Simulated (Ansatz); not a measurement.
Runs of Ansatz 0.2.0 on CoO. Symmetry: Fm-3m, No. 225, cubic system. The conventional cell has a = 4.263 Å, b = 4.263 Å, c = 4.263 Å, α = 90.00°, β = 90.00°, γ = 90.00°. Co (site symmetry m-3m) is surrounded by 6 O at 2.13 Å. O (site symmetry m-3m) is surrounded by 6 Co at 2.13 Å. 

| task | level | potentials or basis | cell | cutoff (eV) | gap on the mesh (eV) | pressure (GPa) | moment (μB) | relaxed volume (Å³/atom) |
| --- | --- | --- | --- | --- | --- | --- | --- | --- |
| relaxation of cell and atoms | exchange-only PBE | Ansatz PAW | relaxed | 420 | - | 0.0 | 3.00 | 11.00 |
| relaxation of cell and atoms | RPBE | Ansatz PAW | relaxed | 420 | - | 0.0 | 2.98 | (a) |
| single point | PBE | Ansatz PAW | as given | 600 | none | -1.9 | 2.93 | - |
| density of states | LDA | Ansatz PAW | as given | 420 | none | (c) | (b) | - |

Alike in all rows: spin collinear, ferromagnetic start; k mesh 11 × 11 × 11; smearing fermi-dirac 0.05 eV.

Task: Fill in the values left out.

Result: (a) 9.93; (b) 2.88; (c) -19.2.

Caveats: a cell with one magnetic atom can't hold antiferromagnetic order, which such compounds often take; the PAW data sets come from PBE, with cores solved anew for the run's functional, which leaves a small shift of forces and pressure (some runs); the plane-wave basis is chosen anew once the cell has moved, so the energies of steps on either side of that aren't comparable (some runs); semilocal functionals often make such compounds metallic where correlation or magnetic order opens a gap, which also shifts bond lengths (some runs); the volume moved by +14 % from the deposited cell, more than functionals usually miss (some runs); so large a pressure means that the cell lies far from this level's equilibrium, or that cutoff or potentials fall short (some runs).

A gap of «none» marks a metal or a gap under the smearing width.
